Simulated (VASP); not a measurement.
# TePb (Fm-3m) in VASP: notebook

Runs on TePb. Level: r2SCAN. Tasks: single point, relaxation of cell and atoms.

Everything below comes from runs of VASP 6.6.1. Logs are shortened: lines on timing, memory, paths and dates and some standing lists are left out, and cuts for length are marked.

**Measured values to compare with.**

From a printed reference work, monograph, for a bulk crystal of TePb at 4.2 K: band gap 0.19 eV (direct).

The results are compared with them further down.

**1. The cell of the first run**

It takes space group Fm-3m (No. 225, cubic). Conventional cell: a = 6.540 Å, b = 6.540 Å, c = 6.540 Å, α = 90.00°, β = 90.00°, γ = 90.00°. Within 4.3 Å of Te (site symmetry m-3m) lie 6 Pb at 3.27 Å. Within 4.3 Å of Pb (site symmetry m-3m) lie 6 Te at 3.27 Å.

**2. Single point, r2SCAN**

POSCAR

```
TePb
1.0
    4.6242204364      0.0000000000      0.0000000000
    2.3121102182      4.0046923706      0.0000000000
    2.3121102182      1.3348974569      3.7756601758
Te Pb
1 1
Direct
    0.5000000000      0.5000000000      0.5000000000
    0.0000000000      0.0000000000      0.0000000000
```

INCAR.step1

```
SYSTEM = TePb
PREC = Accurate
ENCUT = 520
ISMEAR = -1
SIGMA = 0.01
LREAL = .False.
LASPH = .True.
NELM = 80
NBANDS = 17
GGA = PE
ALGO = Normal
EDIFF = 1E-4
LWAVE = .True.
LCHARG = .False.
```

INCAR.step2

```
SYSTEM = TePb
PREC = Accurate
ENCUT = 520
EDIFF = 1E-6
ISMEAR = -1
SIGMA = 0.01
LREAL = .False.
LASPH = .True.
NELM = 80
ALGO = Normal
ISIF = 2
LWAVE = .False.
LCHARG = .False.
METAGGA = R2SCAN
LMIXTAU = .True.
NBANDS = 17
ISTART = 1
```

KPOINTS

```
regular mesh
0
Gamma
  4 4 4
  0 0 0
```

Potentials or basis: VASP PAW PBE potentials, release 64 (Te, Pb_d).

Started as:

```bash
cat potpaw_PBE.64/Te/POTCAR potpaw_PBE.64/Pb_d/POTCAR > POTCAR
cp INCAR.step1 INCAR
mpirun -np 1 vasp_std > vasp.out
cp INCAR.step2 INCAR
mpirun -np 1 vasp_std > vasp.out
```

OUTCAR:

```text
SYSTEM = TePb
   PREC = Accurate
   ENCUT = 520
   EDIFF = 1E-6
   ISMEAR = -1
   LREAL = .False.
   LASPH = .True.
   NELM = 80
   ISIF = 2
   METAGGA = R2SCAN
   ISTART = 1

 ion  position               nearest neighbor table
   1  0.500  0.500  0.500-   2 3.27   2 3.27   2 3.27   2 3.27   2 3.27   2 3.27
   2  0.000  0.000  0.000-   1 3.27   1 3.27   1 3.27   1 3.27   1 3.27   1 3.27

  LATTYP: Found a face centered cubic cell.
 ALAT       =     6.5396352565

  Lattice vectors:

 A1 = (   4.6242204364,   0.0000000000,   0.0000000000)
 A2 = (   2.3121102182,   4.0046923706,   0.0000000000)
 A3 = (   2.3121102182,   1.3348974569,   3.7756601758)

Analysis of symmetry for initial positions (statically):
=====================================================================
 Subroutine PRICEL returns:
 Original cell was already a primitive cell.

 Routine SETGRP: Setting up the symmetry group for a
 face centered cubic supercell.

 Subroutine GETGRP returns: Found 48 space group operations
 (whereof 48 operations were pure point group operations)
 out of a pool of 48 trial point group operations.

The static configuration has the point symmetry O_h .

Analysis of symmetry for dynamics (positions and initial velocities):
=====================================================================
 Subroutine PRICEL returns:
 Original cell was already a primitive cell.

 Routine SETGRP: Setting up the symmetry group for a
 face centered cubic supercell.

 Subroutine GETGRP returns: Found 48 space group operations
 (whereof 48 operations were pure point group operations)
 out of a pool of 48 trial point group operations.

The dynamic configuration has the point symmetry O_h .

 Subroutine INISYM returns: Found 48 space group operations
 (whereof 48 operations are pure point group operations),
 and found     1 'primitive' translations

----------------------------------------------------------------------------------------

                                     Primitive cell

  volume of cell :      69.9199

[... 62 lines left out ...]
   PREC   = accura    normal or accurate (medium, high low for compatibility)
   ISTART =      1    job   : 0-new  1-cont  2-samecut
   ICHARG =      0    charge: 1-file 2-atom 10-const
   ISPIN  =      1    spin polarized calculation?
   LNONCOLLINEAR =      F non collinear calculations
   LSORBIT =      F    spin-orbit coupling
   LASPH  =      T    aspherical Exc in radial PAW
   ENCUT  =  520.0 eV  38.22 Ry    6.18 a.u.   8.60  8.60  8.60*2*pi/ulx,y,z
   NELM   =     80;   NELMIN=  2; NELMDL=  0     # of ELM steps
   EDIFF  = 0.1E-05   stopping-criterion for ELM
   LREAL  =      F    real-space projection
   EDIFFG = 0.1E-04   stopping-criterion for IOM
   NSW    =      0    number of steps for IOM
   IBRION =     -1    ionic relax: 0-MD 1-quasi-New 2-CG
   NFREE  =      0    steps in history (QN), initial steepest desc. (CG)
   ISIF   =      2    stress and relaxation
   ISYM   =      2    0-nonsym 1-usesym 2-fastsym
   POTIM  = 0.5000    time-step for ionic-motion
   TEBEG  =    0.0;   TEEND  =   0.0 temperature during run
   PSTRESS=    0.0 pullay stress
   NELECT =      20.0000    total number of electrons
   NUPDOWN=      -1.0000    fix difference up-down
   EMIN   =  10.00;   EMAX   =-10.00  energy-range for DOS
   EFERMI =   0.00;   METHOD = LEGACY
   ISMEAR =    -1;   SIGMA  =   0.01  broadening in eV -4-tet -1-fermi 0-gaus
   EFERMI_NEDOS =   21; number of points for ismear=-14 and -15
   IALGO  =     38    algorithm
   IMIX   =      4    mixing-type and parameters
     AMIX     =   0.40;   BMIX     =  1.00
     AMIX_MAG =   1.60;   BMIX_MAG =  1.00
  volume/ion in A,a.u.               =      34.96       235.92
  Fermi-wavevector in a.u.,A,eV,Ry     =   1.078660  2.038372 15.830483  1.163508
  Thomas-Fermi vector in A             =   2.214605
   LORBIT       =      0    0 simple, 1 ext, 2 COOP (PROOUT), +10 PAW based schemes
   METAGGA = R2SCAN    functional components
   LHFCALC =     F    Hartree Fock is set to
   AEXX    =    0.0000 exact exchange contribution
   IVDW    =     0    specifies the selected vdW correction
   LEPSILON=     F    determine dielectric tensor
   LRPA    =     F    only Hartree local field effects (RPA)
 non-spin polarized calculation
  energy-cutoff  :      520.00
  volume of cell :       69.92
 maximum number of plane-waves:      1893
 NGX is ok and might be reduce to    36
   NGX = 17   NGY = 17   NGZ = 17

 number of electron      20.0000002 magnetization

 Free energy of the ion-electron system (eV)
  ---------------------------------------------------
  ext. energy  EPLUGINS =         0.00000000
  ---------------------------------------------------
  free energy    TOTEN  =       -82.69674238 eV

  energy without entropy =      -82.69674238  energy(sigma->0) =      -82.69674238

 E-fermi :   5.3479     XC(G=0):  -9.6450

 val. band max:        5.0409450777   @ k =   0.5000   0.0000   0.0000
 cond. band min:       6.1389373191   @ k =   0.5000   0.0000   0.0000
 fundamental gap:      1.0979922414
 Fermi energy:         5.3478973784

 k-point     1 :       0.0000    0.0000    0.0000
  band No.  band energies     occupation
      1     -12.2758      2.00000
      2     -12.2758      2.00000
      3     -12.2667      2.00000
      4     -12.2667      2.00000
      5     -12.2667      2.00000
      6      -7.1619      2.00000
[... 137 lines left out ...]
      4     -12.2601      2.00000
      5     -12.2442      2.00000
      6      -5.3541      2.00000
[... 9 lines left out ...]
     16      16.5075      0.00000
     17      16.6412      0.00000

------------------------ aborting loop because EDIFF is reached ----------------------------------------

  FORCE on cell =-STRESS in cart. coord.  units (eV):
  Direction    XX          YY          ZZ          XY          YZ          ZX
  --------------------------------------------------------------------------------------
  -------------------------------------------------------------------------------------
  Total       -0.0273461     -0.0273461     -0.0273461     -0.0000000     -0.0000000      0.0000000
  in kB       -0.6266224     -0.6266224     -0.6266224     -0.0000000     -0.0000000      0.0000000
  external PRESSURE =      -0.6266224 kB  Pullay stress =       0.0000000 kB

 VOLUME and BASIS-vectors are now :
 -----------------------------------------------------------------------------
  energy-cutoff  :      520.00
  volume of cell :       69.92
      direct lattice vectors                 reciprocal lattice vectors
     4.624220436  0.000000000  0.000000000     0.216252667 -0.124853535 -0.088284781
     2.312110218  4.004692371  0.000000000     0.000000000  0.249707070 -0.088284781
     2.312110218  1.334897457  3.775660176     0.000000000  0.000000000  0.264854344

 POSITION                                       TOTAL-FORCE (eV/Angst)
 -----------------------------------------------------------------------------------
      4.62422      2.66979      1.88783        -0.000000      0.000000      0.000000
      0.00000      0.00000      0.00000         0.000000     -0.000000      0.000000
 -----------------------------------------------------------------------------------
    total drift:                                0.000000     -0.000000     -0.000000

  FREE ENERGIE OF THE ION-ELECTRON SYSTEM (eV)
  ---------------------------------------------------
  free  energy   TOTEN  =       -82.6967423796 eV

  energy  without entropy=      -82.6967423796  energy(sigma->0) =      -82.69674238
```

OSZICAR.step1:

```text
N       E                     dE             d eps       ncg     rms          rms(c)
DAV:   1     0.148384369668E+03    0.14838E+03   -0.92545E+03   272   0.115E+03
DAV:   2     0.366453017918E+01   -0.14472E+03   -0.14078E+03   273   0.292E+02
DAV:   3    -0.734108299501E+01   -0.11006E+02   -0.10920E+02   375   0.872E+01
DAV:   4    -0.764552340233E+01   -0.30444E+00   -0.30416E+00   340   0.162E+01
DAV:   5    -0.765333567801E+01   -0.78123E-02   -0.78118E-02   390   0.225E+00    0.312E+00
DAV:   6    -0.751600530157E+01    0.13733E+00   -0.31410E-01   389   0.375E+00    0.191E+00
DAV:   7    -0.751199561808E+01    0.40097E-02   -0.87909E-02   346   0.138E+00    0.909E-01
DAV:   8    -0.751414487462E+01   -0.21493E-02   -0.10528E-02   316   0.103E+00    0.166E-01
DAV:   9    -0.751394707402E+01    0.19780E-03   -0.15668E-03   380   0.410E-01    0.723E-02
DAV:  10    -0.751398719996E+01   -0.40126E-04   -0.17779E-04   280   0.998E-02
   1 F= -.75139872E+01 E0= -.75139872E+01  d E =-.226981E-13
```

It took 93 s on 1 thread of AMD EPYC 7R13, shared host; peak memory 0.19 GiB.

What came out:

```yaml
Free_energy: -82.6967 eV
Pressure: -0.1 GPa
Band_gap_on_the_k_mesh: 1.10 eV
```

Caveat: the PAW data sets were made with another functional, which shifts forces and pressure a little; spin-orbit coupling is left out, which moves the levels of the heavy elements.

**3. Relaxation of cell and atoms, r2SCAN**

This run uses another cell than the first one, of 33.73 Å³/atom.

POSCAR

```
TePb
1.0
    4.5693240000      0.0000000000      0.0000000000
    2.2846620000      3.9571506621      0.0000000000
    2.2846620000      1.3190502207      3.7308374232
Te Pb
1 1
Direct
    0.5000000000      0.5000000000      0.5000000000
    0.0000000000      0.0000000000      0.0000000000
```

INCAR.step1

```
SYSTEM = TePb
PREC = Accurate ; ENCUT = 600
ISMEAR = -1 ; SIGMA = 0.01
LREAL = .FALSE. ; LASPH = .TRUE.
NELM = 100 ; GGA = PE
ALGO = Normal ; EDIFF = 1E-4
LWAVE = .TRUE. ; LCHARG = .FALSE.
```

INCAR.step2

```
SYSTEM = TePb
PREC = Accurate ; ENCUT = 600
EDIFF = 1E-6 ; ISMEAR = -1
SIGMA = 0.01 ; LREAL = .FALSE.
LASPH = .TRUE. ; NELM = 100
ALGO = Normal ; ISIF = 3
LWAVE = .FALSE. ; LCHARG = .FALSE.
METAGGA = R2SCAN ; LMIXTAU = .TRUE.
IBRION = 2 ; NSW = 80
EDIFFG = -0.05 ; ISTART = 1
```

KPOINTS

```
regular mesh
0
G
  4 4 4
  0 0 0
```

Potentials or basis: VASP PAW PBE potentials, release 64 (Te, Pb_d).

Started as:

```bash
cat potpaw_PBE.64/Te/POTCAR potpaw_PBE.64/Pb_d/POTCAR > POTCAR
cp INCAR.step1 INCAR
mpirun -np 1 vasp_std > vasp.out
cp INCAR.step2 INCAR
mpirun -np 1 vasp_std > vasp.out
```

Wall time 4.3 min (1 thread of AMD EPYC 7R13, shared host); peak memory 0.23 GiB.

It converged, with:

```
Free energy                           : -82.6970 eV
Relaxed volume                        : 34.93 Å³/atom
Relaxed cell                          : a = 4.623 Å, b = 4.623 Å, c = 4.623 Å, α = 60.00°, β = 60.00°, γ = 60.00°
Space group after relaxing (to 0.1 Å) : Fm-3m (No. 225)
Energy gained by relaxing             : 5.8 meV/atom
Ionic steps                           : 3
Pressure after relaxing               : 0.0 GPa
Band gap on the k mesh                : 1.10 eV
```

Step by step:
```
step  energy change (eV)  largest force (eV/Å)  pressure (GPa)  volume (Å³)
   1              0.0000                0.0000            1.61        67.46
   2             -0.0099                0.0000           -0.56        70.82
   3             -0.0116                0.0000            0.01        69.85
```

Final structure:
```xyz
2
Lattice="4.6227 0.0000 0.0000 2.3114 4.0034 0.0000 2.3114 1.3345 3.7744" Properties=species:S:1:pos:R:3 pbc="T T T"
Te    4.6227    2.6689    1.8872
Pb    2.3114    1.3345    3.7744
```

Levels at points of the mesh, in eV from the valence-band top:
```csv
k point,band 7,band 8,band 9,band 10,band 11,band 12,band 13,band 14
"(0.00, 0.00, 0.00)",-5.72,-1.35,-1.35,-1.35,4.32,4.32,4.32,6.27
"(0.50, 0.00, 0.00)",-8.70,-0.89,-0.89,0.00,1.10,1.51,1.51,8.91
"(0.50, 0.50, 0.00)",-7.44,-4.40,-2.75,-2.75,3.74,5.71,5.71,6.97
```

Caveat: the k points lie up to 0.42 Å⁻¹ apart in the final cell; the PAW data sets were made with another functional, which shifts forces and pressure a little; spin-orbit coupling is left out, which moves the levels of the heavy elements. A k mesh can miss the band edges.

(Continued in part 2 of 2.)
